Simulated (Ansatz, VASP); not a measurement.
# InAs in two plane-wave programs

Aim: how closely do two programs agree when they are given the same cell, functional and k mesh? The cell is taken from a series of runs on this material, whose earlier steps may have relaxed, scaled, displaced or heated it; both programs get it as it stands.

Program: Ansatz 0.2.0. Level of theory: plane waves, with VASP 6.6.1 beside it; zone-centre phonons at PBEsol. Results are calculated unless marked as measured.

### Step 1. Set-up

It takes space group I-4m2 (No. 119, tetragonal). The conventional cell has a = 4.218 Å, b = 4.218 Å, c = 6.223 Å, α = 90.00°, β = 90.00°, γ = 90.00°. Nearest to As lie 4 In at 2.62 Å. Nearest to In lie 4 As at 2.62 Å. Farther neighbours are not listed.

### Step 2. VASP: zone-centre phonons, PBEsol

Second derivatives magnify differences that forces hide, and they need a tight electronic threshold.

Lines of VASP's logs that name or quote its potential files are left out, and so is its time.

Input file INCAR:

```
SYSTEM = InAs
PREC = Accurate
ENCUT = 500
EDIFF = 1E-08
NELM = 120
ISMEAR = 1
SIGMA = 0.2
LREAL = .FALSE.
ALGO = Normal
GGA = PS
NBANDS = 15
LORBIT = 11
LWAVE = .FALSE.
LCHARG = .FALSE.
ISIF = 2
IBRION = 8
LASPH = .TRUE.
GGA_COMPAT = .FALSE.
KPAR = 2
```

Input file POSCAR:

```
InAs
1.0
    0.0000000000      2.9826689229      3.1114408139
    2.9826689229      0.0000000000      3.1114408139
    2.9826689229      2.9826689229      0.0000000000
As In
1 1
Direct
    0.7500000000      0.7500000000      0.7500000000
    0.0000000000      0.0000000000      0.0000000000
```

Input file KPOINTS:

```
Automatic mesh
0
Gamma
12 12 12
0 0 0
```

The projector-augmented-wave data sets are As and In_d (PBE family, release 64).

The run is started by

```sh
mpirun -np 2 vasp_std
```

Numbers of over 12 decimals in the logs are rounded to 6 here.

The program printed:

```text
[banner, memory and clock lines left out]
running    2 mpi-ranks, on    1 nodes
 distrk:  each k-point on    1 cores,    2 groups
 distr:  one band on    1 cores,    1 groups

 POSCAR found type information on POSCAR AsIn
 POSCAR found :  2 types and       2 ions
|                                                                             |
|               ----> ADVICE to this user running VASP <----                  |
|                                                                             |
|     You enforced a specific xc type in the INCAR file but a different       |
|     [... a line on the potential file left out ...]
|     I HOPE YOU KNOW WHAT YOU ARE DOING!                                     |
|                                                                             |

 LDA part: xc-table for (Slater+PW92), standard interpolation
 POSCAR, INCAR and KPOINTS ok, starting setup
 FFT: planning ... GRIDC
 FFT: planning ... GRID_SOFT
 FFT: planning ... GRID
 WAVECAR not read
 entering main loop
       N       E                     dE             d eps       ncg     rms          rms(c)
DAV:   1     0.111794939072E+03    0.11179E+03   -0.82308E+03  4911   0.126E+03
DAV:   2    -0.105363674901E+01   -0.11285E+03   -0.10865E+03  5275   0.299E+02
DAV:   3    -0.857806803983E+01   -0.75244E+01   -0.74772E+01  6283   0.784E+01
DAV:   4    -0.876756405082E+01   -0.18950E+00   -0.18944E+00  5979   0.140E+01
DAV:   5    -0.877665401577E+01   -0.90900E-02   -0.90898E-02  7425   0.264E+00    0.445E+00
DAV:   6    -0.851223084674E+01    0.26442E+00   -0.40240E-01  7746   0.121E+01    0.244E+00
DAV:   7    -0.848018479019E+01    0.32046E-01   -0.11232E-01  6847   0.349E+00    0.686E-01
DAV:   8    -0.847859814406E+01    0.15866E-02   -0.13066E-02  6406   0.139E+00    0.200E-01
DAV:   9    -0.847882228572E+01   -0.22414E-03   -0.89126E-04  6237   0.284E-01    0.113E-01
DAV:  10    -0.847889059910E+01   -0.68313E-04   -0.13223E-04  7631   0.173E-01    0.683E-02
DAV:  11    -0.847890904955E+01   -0.18450E-04   -0.56586E-05  5786   0.113E-01    0.519E-02
DAV:  12    -0.847890882458E+01    0.22496E-06   -0.64357E-06  5828   0.308E-02    0.775E-03
DAV:  13    -0.847890890914E+01   -0.84554E-07   -0.12837E-06  6423   0.629E-03    0.341E-03
DAV:  14    -0.847890883293E+01    0.76210E-07   -0.65871E-08  6053   0.259E-03    0.145E-03
DAV:  15    -0.847890888234E+01   -0.49417E-07   -0.27620E-09  4531   0.741E-04    0.477E-04
DAV:  16    -0.847890889478E+01   -0.12433E-07   -0.13489E-09  3565   0.334E-04    0.116E-04
DAV:  17    -0.847890889778E+01   -0.30061E-08   -0.89855E-10  3033   0.239E-04
   1 F= -.84789089E+01 E0= -.84790536E+01  d E =0.434110E-03
 Linear response reoptimize wavefunctions to high precision
DAV:   1    -0.847890889894E+01   -0.11576E-08   -0.15762E-10  3789   0.169E-04
DAV:   2    -0.847890889896E+01   -0.19554E-10   -0.53475E-11  2893   0.703E-05
 Linear response DOF=           4
 Linear response progress:
  Degree of freedom:   1/  4
       N       E                     dE             d eps       ncg     rms          rms(c)
RMM:   1    -0.465982884959E-01   -0.46598E-01    0.64270E-02 29476   0.153E+00
RMM:   2    -0.443214965391E-01    0.22768E-02    0.13277E-03 22409   0.569E-01    0.105E-01
RMM:   3    -0.449933706815E-01   -0.67187E-03   -0.18112E-03 26410   0.236E-01    0.464E-02
RMM:   4    -0.451972039648E-01   -0.20383E-03   -0.13900E-04 26655   0.779E-02    0.112E-02
RMM:   5    -0.452397366183E-01   -0.42533E-04   -0.17158E-05 27516   0.311E-02    0.491E-03
RMM:   6    -0.452263851582E-01    0.13351E-04   -0.18584E-06 26754   0.839E-03    0.148E-03
RMM:   7    -0.452242917505E-01    0.20934E-05   -0.16021E-07 29173   0.251E-03    0.935E-04
RMM:   8    -0.452249799877E-01   -0.68824E-06   -0.53366E-08 26444   0.108E-03    0.418E-04
RMM:   9    -0.452255284874E-01   -0.54850E-06    0.17178E-08 28244   0.364E-04    0.986E-05
RMM:  10    -0.452255925413E-01   -0.64054E-07    0.31466E-08 30080   0.141E-04    0.573E-05
RMM:  11    -0.452255886259E-01    0.39155E-08   -0.31344E-08 28235   0.545E-05    0.103E-05
 first order change of Fermi-energy   0.82208E-04
 force on displaced ion       1 direction 1 :  -7.555   0.000  -0.000
 Linear response progress:
  Degree of freedom:   2/  4
       N       E                     dE             d eps       ncg     rms          rms(c)
RMM:   1    -0.470845773957E-01   -0.47085E-01    0.63873E-02 17128   0.158E+00
RMM:   2    -0.444264189353E-01    0.26582E-02    0.14802E-03 13248   0.582E-01    0.111E-01
RMM:   3    -0.451667597702E-01   -0.74034E-03   -0.19034E-03 15423   0.243E-01    0.483E-02
RMM:   4    -0.453908578943E-01   -0.22410E-03   -0.15227E-04 15670   0.819E-02    0.116E-02
RMM:   5    -0.454302906004E-01   -0.39433E-04   -0.17542E-05 16262   0.319E-02    0.571E-03
RMM:   6    -0.454142608606E-01    0.16030E-04   -0.22954E-06 15680   0.907E-03    0.151E-03
RMM:   7    -0.454137232887E-01    0.53757E-06   -0.19950E-07 16910   0.263E-03    0.104E-03
RMM:   8    -0.454143790990E-01   -0.65581E-06   -0.58382E-08 15773   0.118E-03    0.509E-04
RMM:   9    -0.454149655139E-01   -0.58641E-06   -0.33284E-09 16341   0.407E-04    0.942E-05
RMM:  10    -0.454149653534E-01    0.16049E-09    0.24280E-08 17478   0.157E-04    0.667E-05
 first order change of Fermi-energy   0.10134E-02
 force on displaced ion       1 direction 3 :  -0.000  -0.000  -7.738
 Linear response progress:
  Degree of freedom:   3/  4
       N       E                     dE             d eps       ncg     rms          rms(c)
RMM:   1    -0.233171693454E+00   -0.23317E+00   -0.89957E-02 19280   0.491E+00
RMM:   2    -0.235734651888E+00   -0.25630E-02   -0.13585E-02 24292   0.104E+00    0.770E-02
RMM:   3    -0.235652683053E+00    0.81969E-04   -0.15653E-03 26326   0.322E-01    0.379E-02
RMM:   4    -0.235441127863E+00    0.21156E-03   -0.14732E-04 26981   0.108E-01    0.206E-02
RMM:   5    -0.235382352431E+00    0.58775E-04   -0.23751E-05 28106   0.398E-02    0.733E-03
RMM:   6    -0.235377105539E+00    0.52469E-05   -0.34992E-06 28068   0.136E-02    0.187E-03
RMM:   7    -0.235387513468E+00   -0.10408E-04   -0.32265E-07 28666   0.391E-03    0.767E-04
RMM:   8    -0.235386363352E+00    0.11501E-05    0.52272E-07 28360   0.166E-03    0.373E-04
RMM:   9    -0.235386133697E+00    0.22966E-06   -0.17641E-07 29500   0.730E-04    0.778E-05
RMM:  10    -0.235386090117E+00    0.43581E-07    0.13610E-08 30107   0.314E-04    0.345E-05
RMM:  11    -0.235386156507E+00   -0.66391E-07    0.62134E-08 30500   0.155E-04    0.111E-05
RMM:  12    -0.235386202537E+00   -0.46030E-07    0.49054E-08 28767   0.908E-05    0.500E-06
RMM:  13    -0.235386227508E+00   -0.24970E-07   -0.31575E-08 30496   0.570E-05    0.188E-06
RMM:  14    -0.235386212687E+00    0.14820E-07   -0.47240E-09 26749   0.381E-05    0.405E-06
RMM:  15    -0.235386206824E+00    0.58638E-08    0.43630E-09 26056   0.293E-05    0.899E-06
 first order change of Fermi-energy  -0.30514E-04
 force on displaced ion       2 direction 1 :  -7.565   0.000  -0.000
 Linear response progress:
  Degree of freedom:   4/  4
       N       E                     dE             d eps       ncg     rms          rms(c)
RMM:   1    -0.233585861917E+00   -0.23359E+00   -0.97246E-02 11348   0.484E+00
RMM:   2    -0.235980925395E+00   -0.23951E-02   -0.12951E-02 14246   0.103E+00    0.790E-02
RMM:   3    -0.235937922575E+00    0.43003E-04   -0.15006E-03 15404   0.316E-01    0.406E-02
RMM:   4    -0.235741593578E+00    0.19633E-03   -0.14660E-04 15898   0.107E-01    0.211E-02
RMM:   5    -0.235694670376E+00    0.46923E-04   -0.24816E-05 16449   0.396E-02    0.731E-03
RMM:   6    -0.235696206231E+00   -0.15359E-05   -0.31782E-06 16499   0.132E-02    0.199E-03
RMM:   7    -0.235707393564E+00   -0.11187E-04   -0.51030E-07 16723   0.387E-03    0.807E-04
RMM:   8    -0.235706099256E+00    0.12943E-05   -0.11236E-07 16685   0.164E-03    0.431E-04
RMM:   9    -0.235705465030E+00    0.63423E-06    0.47846E-08 16972   0.706E-04    0.610E-05
RMM:  10    -0.235705393284E+00    0.71746E-07    0.22417E-07 17783   0.296E-04    0.460E-05
RMM:  11    -0.235705398603E+00   -0.53190E-08    0.19817E-07 17530   0.139E-04    0.216E-05
RMM:  12    -0.235705421678E+00   -0.23076E-07    0.13043E-07 17098   0.764E-05    0.124E-05
RMM:  13    -0.235705463329E+00   -0.41651E-07    0.64809E-08 17090   0.462E-05    0.316E-06
RMM:  14    -0.235705460506E+00    0.28238E-08    0.32524E-08 16164   0.289E-05    0.667E-06
 first order change of Fermi-energy  -0.16142E-03
 force on displaced ion       2 direction 3 :  -0.000  -0.000  -7.745
 Linear response finished
```

From OUTCAR (step 2):

```text
ion  position               nearest neighbor table
   1  0.750  0.750  0.750-   2 2.62   2 2.62   2 2.62   2 2.62
   2  0.000  0.000  0.000-   1 2.62   1 2.62   1 2.62   1 2.62

  LATTYP: Found a body centered tetragonal cell.
 ALAT       =     4.2181308428
 C/A-ratio  =     1.4752699382

 Subroutine GETGRP returns: Found  8 space group operations
 (whereof  8 operations were pure point group operations)

The static configuration has the point symmetry D_2d.

 Found    163 irreducible k-points:

   k-points           NKPTS =    163   k-points in BZ     NKDIM =    163   number of bands    NBANDS=     15

   dimension x,y,z NGX =    32 NGY =   32 NGZ =   32
   dimension x,y,z NGXF=    64 NGYF=   64 NGZF=   64

   ENCUT  =  500.0 eV  36.75 Ry    6.06 a.u.   7.86  7.86  7.69*2*pi/ulx,y,z

   NELECT =      18.0000    total number of electrons

 k-points in reciprocal lattice and weights: Automatic mesh
   0.00000000  0.00000000  0.00000000       0.001
   0.08333333 -0.00000000  0.00000000       0.005
   0.16666667 -0.00000000  0.00000000       0.005
   0.25000000  0.00000000  0.00000000       0.005
   0.33333333  0.00000000  0.00000000       0.005
   0.41666667  0.00000000  0.00000000       0.005
   0.50000000  0.00000000  0.00000000       0.002
   0.08333333  0.08333333  0.00000000       0.001
   0.16666667  0.08333333  0.00000000       0.005
[...]
-0.33333333  0.16666667  0.50000000       0.002
  -0.25000000  0.25000000  0.50000000       0.001

 average (electrostatic) potential at core
       1 -49.5157       2 -96.4450

  Total        0.5686207      0.5686207      0.0304384      0.0000000     -0.0000000      0.0000000
  in kB       16.4562770     16.4562770      0.8809073      0.0000000     -0.0000000      0.0000000
  external PRESSURE =      11.2644871 kB  Pullay stress =       0.0000000 kB

  energy-cutoff  :      500.00
  volume of cell :       55.36
      direct lattice vectors                 reciprocal lattice vectors
     0.000000000  2.982668923  3.111440814    -0.167635099  0.167635099  0.160697256
     2.982668923  0.000000000  3.111440814     0.167635099 -0.167635099  0.160697256
     2.982668923  2.982668923  0.000000000     0.167635099  0.167635099 -0.160697256

 POSITION                                       TOTAL-FORCE (eV/Angst)
 -----------------------------------------------------------------------------------
      4.47400      4.47400      4.66716        -0.000000     -0.000000      0.000000
      0.00000      0.00000      0.00000         0.000000      0.000000     -0.000000
 -----------------------------------------------------------------------------------
    total drift:                                0.000000      0.000000     -0.000000

 Eigenvectors and eigenvalues of the dynamical matrix
 ----------------------------------------------------

   1 f  =    6.459690 THz    40.587427 2PiTHz  215.472055 cm-1    26.715118 meV
             X         Y         Z           dx          dy          dz
      4.474003  4.474003  4.667161    -0.000000   -0.000000   -0.777769
      0.000000  0.000000  0.000000    -0.000000    0.000000    0.628550

   2 f  =    6.383384 THz    40.107983 2PiTHz  212.926760 cm-1    26.399542 meV
             X         Y         Z           dx          dy          dz
      4.474003  4.474003  4.667161    -0.000000    0.777690   -0.000000
      0.000000  0.000000  0.000000     0.000000   -0.628647    0.000000

   3 f  =    6.383384 THz    40.107983 2PiTHz  212.926760 cm-1    26.399542 meV
             X         Y         Z           dx          dy          dz
      4.474003  4.474003  4.667161     0.777690    0.000000   -0.000000
      0.000000  0.000000  0.000000    -0.628647   -0.000000    0.000000

   4 f/i=    0.001408 THz     0.008847 2PiTHz    0.046969 cm-1     0.005823 meV
             X         Y         Z           dx          dy          dz
      4.474003  4.474003  4.667161    -0.000000   -0.000000    0.628550
      0.000000  0.000000  0.000000    -0.000000   -0.000000    0.777769

   5 f/i=    0.002188 THz     0.013746 2PiTHz    0.072976 cm-1     0.009048 meV
             X         Y         Z           dx          dy          dz
      4.474003  4.474003  4.667161    -0.316037   -0.543432   -0.000000
      0.000000  0.000000  0.000000    -0.390965   -0.672272   -0.000000

   6 f/i=    0.002188 THz     0.013746 2PiTHz    0.072976 cm-1     0.009048 meV
             X         Y         Z           dx          dy          dz
      4.474003  4.474003  4.667161     0.543432   -0.316037   -0.000000
      0.000000  0.000000  0.000000     0.672272   -0.390965   -0.000000

 ELASTIC MODULI CONTR FROM IONIC RELAXATION (kBar)
 Direction    XX          YY          ZZ          XY          YZ          ZX
 --------------------------------------------------------------------------------
 XX           0.0000      0.0000      0.0000      0.0000      0.0000      0.0000
 YY           0.0000      0.0000      0.0000      0.0000      0.0000      0.0000
 ZZ           0.0000      0.0000      0.0000      0.0000      0.0000      0.0000
 XY           0.0000      0.0000      0.0000   -246.8849      0.0000      0.0000
 YZ           0.0000      0.0000      0.0000      0.0000   -245.4537      0.0000
 ZX           0.0000      0.0000      0.0000      0.0000      0.0000   -222.7956
 --------------------------------------------------------------------------------
```

[end of part 1 of 2]

[Lines on the potential files, build, host, timing and source positions are cut from VASP's logs without a mark.]

[Logs are printed without paths, hosts, clocks, repeated set-up lines and the standing remarks that a program may print on its own settings, such as how far it seeks lower states.]

[Hosts, paths, dates, database ids (printed as entryN), source tags and the programs' standing remarks are cut or masked in the printed files.]
